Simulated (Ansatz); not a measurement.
The system is HfO2.

```
CELL_PARAMETERS angstrom
5.21946 0.00000 0.00000
0.00000 5.00476 0.00000
0.00000 0.00000 5.03269
ATOMIC_POSITIONS crystal
Hf 0.96699 0.73252 0.74144
Hf 0.53301 0.73252 0.24144
Hf 0.46699 0.26748 0.74144
Hf 0.03301 0.26748 0.24144
O 0.63213 0.92865 0.87927
O 0.86787 0.92865 0.37927
O 0.23395 0.53988 0.49229
O 0.26605 0.53988 0.99229
O 0.76605 0.46012 0.99229
O 0.73395 0.46012 0.49229
O 0.13213 0.07135 0.87927
O 0.36787 0.07135 0.37927
```

Measurements of this composition are mostly on another form, of space group No. 14.

```yaml
Program: Ansatz 0.2.0
Task: relaxation of cell and atoms
Functional: PBEsol
Potentials_or_basis: Ansatz PAW
Cutoff: "420 eV (not typed: the program's choice for these potentials)"
k_mesh: 4 × 5 × 4
Occupations: fermi-dirac, width 0.05 eV
Spin: no spin polarisation
Hubbard_terms: Hf d U = 5 eV
```

At the start: volume 10.96 Å³/atom.

Q: How do energy, volume and symmetry change on relaxing?

A: It ends after 9 steps and the volume is 11.38 Å³/atom (+3.9 %); space group Pca2_1 (No. 29, to 0.05 Å).

Step by step:
```tsv
step	energy change (eV)	largest force (eV/Å)	volume (Å³)
1	0.0000	0.2430	131.46
2	-0.1050	0.1870	137.16
3	-0.1178	0.1437	136.44
4	-0.1222	0.0783	136.19
5	-0.1234	0.0173	136.40
6	-0.1237	0.0064	136.37
7	-0.1554	0.0049	136.37
8	-0.1545	0.0010	136.60
9	-0.1558	0.0010	136.60
```

Final structure:
```xyz
12
Lattice="5.2692 0.0000 0.0000 0.0000 5.0811 0.0000 0.0000 0.0000 5.1022" Properties=species:S:1:pos:R:3 pbc="T T T"
Hf    5.0989    3.7279    3.7648
Hf    2.8049    3.7279    1.2137
Hf    2.4643    1.3532    3.7648
Hf    0.1703    1.3532    1.2137
O     3.3564    4.7317    4.5131
O     4.5474    4.7317    1.9620
O     1.2392    2.7291    2.5030
O     1.3954    2.7291    5.0541
O     4.0300    2.3520    5.0541
O     3.8738    2.3520    2.5030
O     0.7218    0.3494    4.5131
O     1.9128    0.3494    1.9620
```

Caveat: the plane-wave basis is chosen anew once the cell has moved, so the energies of steps on either side of that aren't comparable; the pressure holds a Pulay correction of +0.9 GPa for the finite cutoff; the PAW data sets come from PBE, with cores solved anew for the run's functional, which leaves a small shift of forces and pressure.
